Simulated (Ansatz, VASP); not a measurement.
## One calculation of Os, two programs

```
Os
1.0
     2.75451    0.00000    0.00000
    -1.37725    2.38547    0.00000
     0.00000    0.00000    4.34942
Os
2
Direct
  0.33333 0.66667 0.25000
  0.66667 0.33333 0.75000
```

Alike in both runs: functional PBE; k mesh 18 × 18 × 10; occupations fermi-dirac, width 0.15 eV; no spin polarisation.

Ansatz relaxed the structure, and its values are those at the end. VASP's run is a single point on that final structure, the one shown.

```csv
,VASP,Ansatz
version,VASP 6.6.1,Ansatz 0.2.0
potentials or method,"VASP PAW PBE potentials, release 64 (Os)","scalar-relativistic, plane waves, PAW"
plane-wave cutoff (eV),520,420
valence electrons in the cell,16,32
```

Ansatz gave:

```
gap on the k mesh at the Fermi level (eV) : none
pressure (GPa)                            : 0.0
```

Question: Estimate VASP's values.

Answer: gap on the k mesh at the Fermi level (eV): none; pressure (GPa): -0.2.

A gap of «none» marks a metal or a gap that the smearing closes. The two sets of potentials don't hold the same shells in valence.

The runs have no spin-orbit coupling, so splittings on Os are missing.
